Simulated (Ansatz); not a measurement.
ZnS (Wurtzite-2H):

```xyz
4
Lattice="3.8110 0.0000 0.0000 -1.9055 3.3004 0.0000 0.0000 0.0000 6.2340" Properties=species:S:1:pos:R:3 pbc="T T T"
Zn    1.9055    1.1001    3.1170
Zn    0.0000    2.2003    0.0000
S     1.9055    1.1001    5.5171
S     0.0000    2.2003    2.4001
```

```yaml
Program: Ansatz 0.2.0
Task: single point
Functional: PBE
Potentials_or_basis: Ansatz PAW
Cutoff: "420 eV (not typed: the program's choice for these potentials)"
k_mesh: 8 × 8 × 5
Occupations: fermi-dirac, width 0.05 eV
Spin: no spin polarisation
```

On this cell: pressure 2.3 GPa; largest force 0.319 eV/Å; band gap on the k mesh 2.25 eV, direct.

The same run follows on a disturbed copy (atoms moved at random, drawn with an rms of 0.05 Å):

```
Zn S
1.0
     3.81100    0.00000    0.00000
    -1.90550    3.30042    0.00000
     0.00000    0.00000    6.23400
Zn S
2 2
Direct
  0.66640 0.33155 0.50024
  0.33257 0.68808 0.00560
  0.68134 0.34264 0.87989
  0.32363 0.66659 0.38994
```

**Question.** What does the disturbed cell give?

**Answer.** The energy moves by +7.8 meV/atom; pressure 2.5 GPa; largest force 0.658 eV/Å; band gap on the k mesh 2.19 eV, direct.

Forces on the atoms (eV/Å):
```
Zn  -0.251  0.020  0.329
Zn   0.411 -0.195  0.186
S   -0.467  0.152  0.067
S    0.306  0.023 -0.582
```

Stress tensor (GPa, compression positive):
```
 2.69  1.46  0.19
 1.46  3.28 -0.17
 0.19 -0.17  1.38
```

Caveats: odd divisions of the mesh miss points on the zone boundary, where band edges often lie, so the gap on the mesh can be too wide.

